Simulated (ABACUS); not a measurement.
The system is Os.

```
Os
1.0
     2.73410    0.00000    0.00000
    -1.36705    2.36780    0.00000
     0.00000    0.00000    4.31970
Os
2
Direct
  0.65888 0.31974 0.75917
  0.32855 0.66495 0.24603
```

The cell isn't the ideal one: atoms moved at random, drawn with an rms of 0.05 Å.

Base run:

```yaml
Program: ABACUS 3.10.1
Functional: PBE
Potentials_or_basis: PseudoDojo NC SR 0.4.1 PBE standard
Cutoff: 1007 eV
Density_cutoff: 4027 eV
Basis: plane waves
k_mesh: 11 × 11 × 6
Occupations: fermi-dirac, width 0.05 eV
Spin: no spin polarisation
```

Its results: band gap on the k mesh none (metal or under the smearing width); pressure 9.1 GPa; largest force 1.053 eV/Å.

Question: The run is repeated on the same cell with these changes: cutoff from 1007 eV to 1361 eV; density cutoff from 4027 eV to 5442 eV; basis from plane waves to DZP LCAO (the cutoffs set its grid). What comes out?

Answer: Band gap on the k mesh none (metal or under the smearing width); pressure 10.7 GPa; largest force 1.083 eV/Å.

Caveats: the atomic orbitals were generated for these runs and aren't a published set (some runs); the basis of atomic orbitals isn't converged, which shifts pressures, moduli and gaps (some runs).
